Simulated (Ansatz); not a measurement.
# Ti3Al5: the cost of one run

Method: DFT PBEsol, scalar-relativistic, plane waves, PAW, in Ansatz 0.2.0.

1 further run of the same task is left out (set aside as unsound or not needed). Runs told in other sessions of the task aren't counted.

## 1. The starting structure

The structure is tetragonal, space group P4/mmm (No. 123). The conventional cell has a = 3.883 Å, b = 3.883 Å, c = 8.297 Å, α = 90.00°, β = 90.00°, γ = 90.00°. Ti (site symmetry 4/mmm) has 4 Ti at 2.75 Å and 8 Al at 2.83 Å in its first shell of neighbours. Around Ti (site symmetry 4/mmm) lie 12 Al at 2.75 to 2.86 Å. Al (site symmetry 2mm) is surrounded by 6 Al at 2.75 to 2.86 Å and 6 Ti at 2.83 to 2.86 Å. Around Al (site symmetry 4/mmm) lie 4 Ti at 2.75 Å and 8 Al at 2.86 Å.

Structure file:

```
Ti Al
1.0
     3.88330    0.00000    0.00000
     0.00000    3.88330    0.00000
     0.00000    0.00000    8.29688
Ti Al
3 5
Direct
  0.00000 0.00000 0.50000
  0.50000 0.50000 0.00000
  0.50000 0.50000 0.50000
  0.00000 0.50000 0.25235
  0.00000 0.50000 0.74765
  0.50000 0.00000 0.25235
  0.50000 0.00000 0.74765
  0.00000 0.00000 0.00000
```

It goes back to an entry of the Materials Project, which need not be the stable form.

It is the result of an earlier relaxation at this level (volume 15.64 Å³/atom; gap on the mesh: none (metal)).

## 2. Zero of the scan

File input.yaml:

```yaml
crystal:
  lattice:
    - [3.88329512, 0.0, 0.0]
    - [0.0, 3.88329512, 0.0]
    - [0.0, 0.0, 8.2968849545]
  atoms:
    - { symbol: Ti, position: [0.0, 0.0, 0.5] }
    - { symbol: Ti, position: [0.5, 0.5, 0.0] }
    - { symbol: Ti, position: [0.5, 0.5, 0.5] }
    - { symbol: Al, position: [0.0, 0.5, 0.2523516175] }
    - { symbol: Al, position: [0.0, 0.5, 0.7476483825] }
    - { symbol: Al, position: [0.5, 0.0, 0.2523516175] }
    - { symbol: Al, position: [0.5, 0.0, 0.7476483825] }
    - { symbol: Al, position: [0.0, 0.0, 0.0] }
basis:
  ecutwfc: 420
kpoints:
  mp_grid: { grid: [10, 10, 6] }
hamiltonian:
  xc: pbesol
scf:
  occupations: { method: gaussian, width: 0.15 }
output:
  forces: true
  stress: true
  eigenvalues: true
  write_density: true
  write_potential: true
  elf: true
  volumetric_format: npy
```

Command:

```
ansatz run input.yaml --threads 2 --pin off --max-ram 5120MiB --backend cpu --events-out ev --progress --plain --runs-dir out
```

Q: Estimate wall time and peak memory on 2 threads of Intel Xeon 6975P-C (Granite Rapids), shared host.

About 7.4 s, with a peak of 0.62 GiB.
